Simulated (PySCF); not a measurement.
Work out the structure from these simulated measurements.

Formula: C4H9N.

* 1H NMR: chemical shifts (computed TMS as zero) by class: 10.47 (1 H), 7.55 (1 H), 1.73 (1 H), 1.06 (6 H) ppm [GIAO PBE0/pcSseg-1]
* Dipole: 2.56 D [PBE0/def2-SVPD]
* Triplet: lowest triplet excitation (Tamm–Dancoff): 4.36 eV [TDA PBE0/def2-SVPD]
* UV, first state: lowest singlet excitation: 5.21 eV (238 nm, f = 0.001) [TDDFT PBE0/def2-SVPD]
* Rotational structure: rotational constants A, B, C: 7.683, 3.691, 2.823 GHz [GFN2-xTB]
* 13C NMR: chemical shifts (computed TMS as zero) by class: 183.1 (1 C), 46.8 (1 C), 21.4 (2 C) ppm [GIAO PBE0/pcSseg-1]
* UV, strongest line: among the 6 lowest singlet transitions: S6 at 8.26 eV (150 nm, f = 0.204) [TDDFT PBE0/def2-SVPD]

The electronic properties come from PySCF, for the isolated species, density fitting. Levels stand in brackets. The structure is a single GFN2-xTB conformer in the gas phase; no vibrational or solvent corrections. NMR values are class means; diastereotopic atoms form classes of their own.

**Question.** Give a SMILES that accounts for the data.

**Answer.** Numbering: `[H]/[N:5]=[CH:4]\[CH:2]([CH3:1])[CH3:3]`. Its formula, C4H9N, gives 1 degree of unsaturation: 0 rings and 1 π bond in the structure found. 4 carbons fall into 3 classes; from least to most shielded: imine carbon [C4] (183.1 ppm), sp3 CH carbon [C2] (46.8 ppm), methyl carbon [C1/C3] (21.4 ppm, 2 C). Hydrogen classes from least to most shielded: 1 H on an imine nitrogen, N5 (10.47 ppm), 1 H on an imine carbon, C4 (7.55 ppm), 1 H on an sp3 CH carbon, C2 (1.73 ppm), 6 H on 2 methyl carbons, C1/C3 (1.06 ppm). The optimised geometry has point group Cs and is an asymmetric top. Structure: `[H]/N=C\C(C)C`. Computed isomers that give other values at the same levels: `C1CCNC1` (13C chemical shifts (computed TMS as zero) by class: 52.8 (2 C), 28.0 (2 C) ppm); `C/C=N\CC` (13C chemical shifts (computed TMS as zero) by class: 164.5 (1 C), 46.7 (1 C), 20.5 (1 C), 19.1 (1 C) ppm); `[H]/N=C(/C)CC` (13C chemical shifts (computed TMS as zero) by class: 184.4 (1 C), 40.0 (1 C), 27.4 (1 C), 16.1 (1 C) ppm). The assignments are read from this structure; whether some other isomer fits the data as well wasn't checked.

Shape of the structure used: `[H]/[N:5]=[CH:4]\[CH:2]([CH3:1])[CH3:3]`: C1–C2–C4–N5 119°.
